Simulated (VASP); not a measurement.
**P: density of states with PBE+D3(BJ)**

The system is P, a sheet with vacuum.

```
CELL_PARAMETERS angstrom
3.25070 0.00000 0.00000
-1.62535 2.81519 0.00000
0.00000 0.00000 36.50482
ATOMIC_POSITIONS crystal
P 0.66667 0.33333 0.22093
P 0.33333 0.66667 0.18680
P 0.66667 0.33333 0.32694
P 0.00000 0.00000 0.36107
```

The cell was built by a generator and needn't be a form met in nature.

```
Program                 : VASP 6.6.1
Task                    : density of states
Functional              : PBE
Dispersion              : D3(BJ)
Potentials or basis     : VASP PAW PBE potentials, release 64 (P)
Cutoff                  : 520 eV
k mesh                  : 9 × 9 × 1
Occupations             : gaussian, width 0.02 eV
Spin                    : no spin polarisation
Dipole correction       : yes
k mesh for the DOS      : 14 × 14 × 1
Occupations for the DOS : tetrahedron
Further INCAR settings  : ALGO = Normal; EDIFF = 1e-06
```

| Property | Result |
| --- | --- |
| Valence electrons inside the program's atomic spheres | P 2.46 |
| Dispersion energy per atom | -0.249 eV |

Levels at points of the mesh, in eV from the valence-band top:
```tsv
k point	band 7	band 8	band 9	band 10	band 11	band 12	band 13	band 14
(0.00, 0.00, 0.00)	-0.33	-0.32	-0.32	-0.30	3.69	3.71	3.73	3.75
(0.50, 0.00, 0.00)	-2.55	-2.53	-1.83	-1.64	1.72	1.77	3.16	3.16
```

States per cell in windows of 1 eV (zero at the valence-band top; states under -8 eV left out):
```
from (eV)  total  P2_p  P4_p  P1_p  P3_p  P2_s  P4_s
     -8.0   0.78  0.02  0.02  0.02  0.02  0.09  0.09
     -7.0   1.43  0.03  0.03  0.03  0.03  0.16  0.16
     -6.0   0.46  0.04  0.04  0.04  0.04  0.00  0.00
     -5.0   2.27  0.20  0.20  0.20  0.20  0.04  0.04
     -4.0   2.09  0.19  0.19  0.19  0.19  0.04  0.04
     -3.0   2.08  0.23  0.23  0.23  0.23  0.02  0.02
     -2.0   2.51  0.26  0.26  0.25  0.25  0.04  0.04
     -1.0   2.68  0.28  0.28  0.28  0.28  0.03  0.03
      0.0   0.00  0.00  0.00  0.00  0.00  0.00  0.00
      1.0   0.66  0.04  0.04  0.04  0.04  0.01  0.01
      2.0   2.67  0.20  0.20  0.19  0.19  0.03  0.03
      3.0   2.74  0.20  0.20  0.22  0.22  0.03  0.03
      4.0   1.99  0.18  0.18  0.17  0.17  0.02  0.02
      5.0   0.01  0.00  0.00  0.00  0.00  0.00  0.00
```

It took 2.4 min on 1 thread of Intel(R) Xeon(R) Platinum 8375C CPU @ 2.90GHz (Ice Lake), with other jobs on the host, peak memory 0.4 GiB.
